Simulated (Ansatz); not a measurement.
# WC: the cost of one run

Method: DFT PBE, scalar-relativistic, plane waves, PAW, in Ansatz 0.2.0.

1 further run of the same task is left out (it didn't finish). Runs told in other sessions of the task aren't counted.

**1. Starting point**

It takes space group P6/mmm (No. 191, hexagonal). Conventional cell: a = 2.811 Å, b = 2.811 Å, c = 4.086 Å, α = 90.00°, β = 90.00°, γ = 120.00°. W (site symmetry 6/mmm) is surrounded by 2 C at 2.04 Å. Around C (site symmetry 6/mmm) lie 2 W at 2.04 Å.

Coordinates:

```cif
data_structure
_symmetry_space_group_name_H-M 'P6/mmm'
_symmetry_Int_Tables_number 191
_cell_length_a 2.8109
_cell_length_b 2.8109
_cell_length_c 4.0855
_cell_angle_alpha 90.000
_cell_angle_beta 90.000
_cell_angle_gamma 120.000
_cell_volume 27.96
loop_
_atom_site_label
_atom_site_type_symbol
_atom_site_symmetry_multiplicity
_atom_site_Wyckoff_symbol
_atom_site_fract_x
_atom_site_fract_y
_atom_site_fract_z
_atom_site_occupancy
W1 W 1 b 0.00000 0.00000 0.50000 1
C1 C 1 a 0.00000 0.00000 0.00000 1
```

The cell was relaxed beforehand at this level, from a generated guess; it needn't be the stable form of this composition. At a tolerance of 0.05 Å it has space group P6/mmm (No. 191); it has 13.98 Å³/atom, an uncorrected energy of +2.03 eV/atom over the elements.

**2. Electronic structure at the relaxed geometry**

Contents of input.yaml:

```yaml
crystal:
  lattice:
    - [2.8109188851, 0.0, 0.0]
    - [-1.4054594425, 2.4343271624, 0.0]
    - [0.0, 0.0, 4.0855171144]
  atoms:
    - { symbol: W, position: [0.0, 0.0, 0.5] }
    - { symbol: C, position: [0.0, 0.0, 0.0] }
basis:
  ecutwfc: 420
kpoints:
  mp_grid: { grid: [24, 24, 14] }
  band_path:
    path:
      - [[0.0, 0.0, 0.0], [0.5, 0.0, 0.0], [0.33333333, 0.33333333, 0.0], [0.0, 0.0, 0.0], [0.0, 0.0, 0.5], [0.5, 0.0, 0.5], [0.33333333, 0.33333333, 0.5], [0.0, 0.0, 0.5]]
      - [[0.5, 0.0, 0.5], [0.5, 0.0, 0.0]]
      - [[0.33333333, 0.33333333, 0.5], [0.33333333, 0.33333333, 0.0]]
    npoints: 14
hamiltonian:
  xc: pbe
scf:
  occupations: { method: gaussian, width: 0.1 }
  n_extra_bands: 6
output:
  forces: true
  stress: true
  eigenvalues: true
  populations: true
  dos: { projected: true, de: 0.02, nscf_kmesh: { grid: [29, 29, 17] } }
  bader: true
  write_density: true
  write_potential: true
  elf: true
  volumetric_format: npy
```

Command:

```console
> ansatz run input.yaml --threads 1 --pin off --max-ram 2560MiB --backend cpu --events-out ev --progress --plain --runs-dir out
```

Q: Estimate wall time and peak memory on 1 thread of AMD EPYC (Zen 3), shared host.

About 99 s, with a peak of 0.5 GiB.
